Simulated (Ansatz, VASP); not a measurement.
## Two plane-wave programs on SiC

```
CELL_PARAMETERS angstrom
0.00000 2.05982 2.05982
2.05982 0.00000 2.05982
2.11599 2.11599 -0.05616
ATOMIC_POSITIONS crystal
Si 0.00000 0.00000 0.00000
C 0.75000 0.75000 0.75000
```

Alike in both runs: task single point; functional PBEsol; k mesh 12 × 12 × 12; occupations gaussian, width 0.05 eV; no spin polarisation.

|  | VASP | Ansatz |
| --- | --- | --- |
| version | VASP 6.6.1 | Ansatz 0.2.0 |
| potentials or method | VASP PAW PBE potentials, release 64 (Si, C) | scalar-relativistic, plane waves, PAW |
| plane-wave cutoff (eV) | 520 | 520 |
| valence electrons in the cell | 8 | 8 |

|  | VASP | Ansatz | Ansatz less VASP |
| --- | --- | --- | --- |
| gap on the k mesh at the Fermi level (eV) | 0.97 | 0.98 | +0.014 |
| least direct gap on the mesh (eV) | 4.29 | 4.32 | +0.021 |
| rms of the force components (eV/Å) | 0.385 | 0.383 | -0.0020 |

Atom by atom the forces differ by 0.002 eV/Å (rms over components). Ansatz warned: «pseudo_functional_mismatch».

Caveats: the PAW data sets were made with another functional, which shifts forces and pressure a little (VASP). A k mesh can miss the band edges.
